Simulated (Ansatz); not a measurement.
# (001) slab of rocksalt SnTe, 22.0 Å thick as cut, bare faces

Ansatz, PAW, plane waves, no spin–orbit coupling unless named; atoms relaxed with PBEsol, the curve by HSE06. The curve holds the local part of the PAW potentials, so its shape inside matter depends on the files.

```
Te Sn
1.0
     3.14225    3.14225    0.00000
    -3.14225    3.14225    0.00000
     0.00000    0.00000   34.99575
Te Sn
8 8
Direct
  0.50390 0.49856 0.18544
  0.50326 0.49879 0.36496
  0.50201 0.50021 0.54477
  0.50176 0.50135 0.72499
  0.00454 0.99938 0.27525
  0.00257 0.99941 0.45548
  0.00096 0.00068 0.63530
  0.00076 0.00180 0.81477
  0.99737 0.99534 0.19076
  0.99853 0.99674 0.36771
  0.99857 0.00003 0.54697
  0.99716 0.00215 0.72895
  0.50089 0.49783 0.27121
  0.49871 0.49842 0.45319
  0.49541 0.50099 0.63245
  0.49072 0.50340 0.80944
```

Planar mean of the electrostatic potential energy along the normal, from the vacuum level:

z (Å), v (eV) and a bar:
```
     0.00       0.00 ##############################
     0.29       0.00 ##############################
     0.73       0.00 ##############################
     1.02       0.00 ##############################
     1.31       0.00 ##############################
     1.75       0.00 ##############################
     2.04       0.00 ##############################
     2.33       0.00 ##############################
     2.77      -0.01 ##############################
     3.06      -0.01 ##############################
     3.35      -0.01 ##############################
     3.79      -0.04 ##############################
     4.08      -0.08 ##############################
     4.37      -0.17 #############################
     4.67      -0.36 #############################
     5.10      -1.20 ##########################
     5.40      -2.67 #####################
     5.69      -5.77 ##########
     6.12      -7.86 ###
     6.42      -5.95 ##########
     6.71      -6.06 #########
     7.14      -8.69 #
     7.44      -6.57 ########
     7.73      -3.45 ##################
     8.17      -2.39 ######################
     8.46      -3.79 #################
     8.75      -7.20 ######
     9.19      -8.12 ###
     9.48      -5.89 ##########
     9.77      -6.37 ########
    10.21      -8.32 ##
    10.50      -5.51 ###########
    10.79      -2.64 #####################
    11.23      -1.55 #########################
    11.52      -2.24 ######################
    11.81      -4.58 ##############
    12.25      -8.60 #
    12.54      -6.98 ######
    12.83      -5.58 ###########
    13.12      -7.45 #####
    13.56      -7.96 ###
    13.85      -4.38 ###############
    14.14      -2.39 ######################
    14.58      -2.41 ######################
    14.87      -4.46 ###############
    15.16      -8.05 ###
    15.60      -7.41 #####
    15.89      -5.60 ###########
    16.19      -7.09 ######
    16.62      -8.03 ###
    16.91      -4.55 ###############
    17.21      -2.28 ######################
    17.64      -1.81 ########################
    17.94      -3.07 ####################
    18.23      -6.34 #########
    18.66      -8.29 ##
    18.96      -6.02 ##########
    19.25      -6.14 #########
    19.69      -8.87 
    19.98      -6.43 ########
    20.27      -3.20 ###################
    20.71      -2.04 #######################
    21.00      -3.06 ####################
    21.29      -6.12 #########
    21.73      -8.57 #
    22.02      -6.27 #########
    22.31      -5.86 ##########
    22.60      -8.07 ###
    23.04      -6.53 ########
    23.33      -3.17 ###################
    23.62      -1.76 ########################
    24.06      -1.93 #######################
    24.35      -3.73 #################
    24.64      -7.16 ######
    25.08      -7.56 ####
    25.37      -5.68 ###########
    25.66      -6.82 #######
    26.10      -8.58 #
    26.39      -5.43 ############
    26.68      -2.87 ####################
    27.12      -2.62 #####################
    27.41      -4.71 ##############
    27.70      -8.02 ###
    28.14      -7.22 ######
    28.43      -5.56 ###########
    28.73      -6.87 #######
    29.16      -7.35 #####
    29.45      -4.12 ################
    29.75      -1.80 ########################
    30.18      -0.54 ############################
    30.48      -0.24 #############################
    30.77      -0.10 ##############################
    31.06      -0.05 ##############################
    31.50      -0.01 ##############################
    31.79       0.00 ##############################
    32.08       0.00 ##############################
    32.52       0.00 ##############################
    32.81       0.00 ##############################
    33.10       0.00 ##############################
    33.54       0.00 ##############################
    33.83       0.00 ##############################
    34.12       0.00 ##############################
    34.56       0.00 ##############################
    34.85       0.00 ##############################
```

Problem. How far below the vacuum level do the top filled and the lowest empty level lie, by each functional?

Solution. PBEsol: 4.25 and 3.77 eV (gap 0.48 eV, a 6×6×1 mesh); HSE06: 4.25 and 3.56 eV (gap 0.69 eV, a 4×4×1 mesh). Either level can be a surface state and not a band edge of the crystal.
